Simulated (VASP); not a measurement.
# Pd (Fm-3m) in VASP: notebook, part 2 of 2

VASP 6.6.1. The steps go on from the part before.

## (8) Phonons, r2SCAN

File POSCAR:

```
Pd
1.0
    0.0000000000      1.9465000000      1.9465000000
    1.9465000000      0.0000000000      1.9465000000
    1.9465000000      1.9465000000      0.0000000000
Pd
1
Direct
    0.0000000000      0.0000000000      0.0000000000
```

File INCAR.step1:

```
SYSTEM = Pd
PREC     = Accurate       ! precision mode
ENCUT    = 600            ! plane-wave cutoff, eV
EDIFF    = 1E-8           ! SCF threshold, eV
ISMEAR   = 1              ! smearing method
SIGMA    = 0.1            ! smearing width, eV
LREAL    = .False.        ! projectors in reciprocal space
LASPH    = .True.         ! aspherical terms in the spheres
NELM     = 60             ! most SCF steps
ALGO     = Normal         ! electronic algorithm
ISIF     = 3              ! what is computed and relaxed
LWAVE    = .False.        ! write WAVECAR
LCHARG   = .False.        ! write CHGCAR
METAGGA  = R2SCAN         ! meta-GGA
LMIXTAU  = .True.       
IBRION   = 2              ! ionic algorithm
NSW      = 40             ! ionic steps
EDIFFG   = -0.002         ! ionic threshold
```

File INCAR.step2:

```
SYSTEM = Pd
PREC     = Accurate       ! precision mode
ENCUT    = 600            ! plane-wave cutoff, eV
EDIFF    = 1E-8           ! SCF threshold, eV
ISMEAR   = 1              ! smearing method
SIGMA    = 0.1            ! smearing width, eV
LREAL    = .False.        ! projectors in reciprocal space
LASPH    = .True.         ! aspherical terms in the spheres
NELM     = 60             ! most SCF steps
ALGO     = Normal         ! electronic algorithm
ISIF     = 2              ! what is computed and relaxed
LWAVE    = .False.        ! write WAVECAR
LCHARG   = .False.        ! write CHGCAR
METAGGA  = R2SCAN         ! meta-GGA
LMIXTAU  = .True.       
IBRION   = 6              ! ionic algorithm
NFREE    = 2            
POTIM    = 0.015          ! step
NSW      = 1              ! ionic steps
```

File KPOINTS:

```
Automatic mesh
0
Gamma
  9 9 9
  0 0 0
```

Potentials or basis: VASP PAW PBE potentials, release 64 (Pd).

Run with:

```bash
> cat potpaw_PBE.64/Pd/POTCAR > POTCAR
> cp INCAR.step1 INCAR
> mpirun -np 1 vasp_std > vasp.out
> cp CONTCAR POSCAR
> cp INCAR.step2 INCAR
> mpirun -np 1 vasp_std > vasp.out
```

OUTCAR:

```text
SYSTEM = Pd
   PREC = Accurate
   ENCUT = 600
   EDIFF = 1E-8
   ISMEAR = 1
   LREAL = .False.
   LASPH = .True.
   NELM = 60
   ISIF = 2
   METAGGA = R2SCAN
   IBRION = 6
   NFREE = 2
   POTIM = 0.015
   NSW = 1

 ion  position               nearest neighbor table
   1  0.000  0.000  0.000-

  LATTYP: Found a face centered cubic cell.
 ALAT       =     3.9078058522

  Lattice vectors:

 A1 = (   0.0000000000,   1.9539029261,   1.9539029261)
 A2 = (   1.9539029261,   0.0000000000,   1.9539029261)
 A3 = (   1.9539029261,   1.9539029261,   0.0000000000)

Analysis of symmetry for initial positions (statically):
=====================================================================
 Subroutine PRICEL returns:
[... 550 lines left out ...]
 [... further k-points ...]

------------------------ aborting loop because EDIFF is reached ----------------------------------------

  FORCE on cell =-STRESS in cart. coord.  units (eV):
  Direction    XX          YY          ZZ          XY          YZ          ZX
  --------------------------------------------------------------------------------------
  -------------------------------------------------------------------------------------
  Total        0.0016042      0.0016042      0.0016042      0.0000000     -0.0000000     -0.0000000
  in kB        0.1722773      0.1722773      0.1722773      0.0000000     -0.0000000     -0.0000000
  external PRESSURE =       0.1722773 kB  Pullay stress =       0.0000000 kB
[... 16 lines left out ...]
  FREE ENERGIE OF THE ION-ELECTRON SYSTEM (eV)
  ---------------------------------------------------
  free  energy   TOTEN  =       -22.9470421819 eV

  energy  without entropy=      -22.9480914110  energy(sigma->0) =      -22.94739192

 INTERNAL STRAIN TENSORS FROM DISPLACED ATOMS
 ============================================

 INTERNAL STRAIN TENSOR FOR ION    1 for displacements in x,y,z  (eV/Angst):
          X           Y           Z          XY          YZ          ZX
  --------------------------------------------------------------------------------
  x     0.00000     0.00000     0.00000     0.00000     0.00000     0.00000
  y     0.00000     0.00000     0.00000     0.00000     0.00000     0.00000
  z     0.00000     0.00000     0.00000     0.00000     0.00000     0.00000

 Eigenvectors and eigenvalues of the dynamical matrix
 ----------------------------------------------------

   1 f/i=    0.000000 THz     0.000000 2PiTHz    0.000000 cm-1     0.000000 meV
             X         Y         Z           dx          dy          dz
      0.000000  0.000000  0.000000     0.824513   -0.565842    0.000000

   2 f/i=    0.000000 THz     0.000000 2PiTHz    0.000000 cm-1     0.000000 meV
             X         Y         Z           dx          dy          dz
      0.000000  0.000000  0.000000    -0.565842   -0.824513    0.000000

   3 f/i=    0.000000 THz     0.000000 2PiTHz    0.000000 cm-1     0.000000 meV
             X         Y         Z           dx          dy          dz
      0.000000  0.000000  0.000000     0.000000    0.000000    1.000000

 ELASTIC MODULI CONTR FROM IONIC RELAXATION (kBar)
 Direction    XX          YY          ZZ          XY          YZ          ZX
 --------------------------------------------------------------------------------
 XX           0.0000      0.0000      0.0000      0.0000      0.0000      0.0000
 YY           0.0000      0.0000      0.0000      0.0000      0.0000      0.0000
 ZZ           0.0000      0.0000      0.0000      0.0000      0.0000      0.0000
 XY           0.0000      0.0000      0.0000      0.0000      0.0000      0.0000
 YZ           0.0000      0.0000      0.0000      0.0000      0.0000      0.0000
 ZX           0.0000      0.0000      0.0000      0.0000      0.0000      0.0000
 --------------------------------------------------------------------------------
```

OSZICAR.step1:

```text
N       E                     dE             d eps       ncg     rms          rms(c)
DAV:   1     0.235296490354E+02    0.23530E+02   -0.58736E+03   630   0.121E+03
DAV:   2    -0.256998134476E+02   -0.49229E+02   -0.48187E+02   648   0.210E+02
DAV:   3    -0.260681665869E+02   -0.36835E+00   -0.36551E+00   759   0.222E+01
[... 42 lines left out ...]
DAV:   9    -0.229469542069E+02    0.17566E-06   -0.22386E-07   787   0.520E-03    0.865E-04
DAV:  10    -0.229469543424E+02   -0.13546E-06   -0.31051E-08   666   0.159E-03    0.375E-04
DAV:  11    -0.229469542079E+02    0.13443E-06   -0.10610E-08   642   0.137E-03    0.148E-04
DAV:  12    -0.229469542261E+02   -0.18155E-07   -0.38156E-09   330   0.510E-04    0.175E-05
DAV:  13    -0.229469542224E+02    0.36467E-08   -0.10250E-10   329   0.105E-04
   3 F= -.22946954E+02 E0= -.22947304E+02  d E =-.116403E-02
```

Wall time 2.3 min (1 thread of Intel Xeon Platinum 8488C (Sapphire Rapids), shared host); peak memory 0.16 GiB.

Results:

```yaml
Relaxed_volume: 14.92 Å³/atom
Relaxed_cell: a = 2.763 Å, b = 2.763 Å, c = 2.763 Å, α = 60.00°, β = 60.00°, γ = 60.00°
Space_group_after_relaxing_to_0.05_Å: Fm-3m (No. 225)
```

Step by step:
```csv
step,energy change (eV),largest force (eV/Å),pressure (GPa),volume (Å³)
1,0.0000,0.0000,2.26,14.75
2,0.0018,0.0000,-3.35,15.20
3,-0.0012,0.0000,0.01,14.92
```

Final structure:
```
Pd
1.0
     0.00000    1.95390    1.95390
     1.95390    0.00000    1.95390
     1.95390    1.95390    0.00000
Pd
1
Direct
  0.00000 0.00000 0.00000
```

Caveat: the PAW data sets were made with another functional, which shifts forces and pressure a little.

## (9) The reference run

An earlier run on the cell as given: functional PBEsol; potentials or basis VASP PAW PBE potentials, release 64 (Pd); cutoff 520 eV; k mesh 12 × 12 × 12; occupations fermi-dirac, width 0.05 eV; no spin polarisation.

* Pressure: -3.2 GPa
* Band gap on the k mesh: none (metal or under the smearing width)
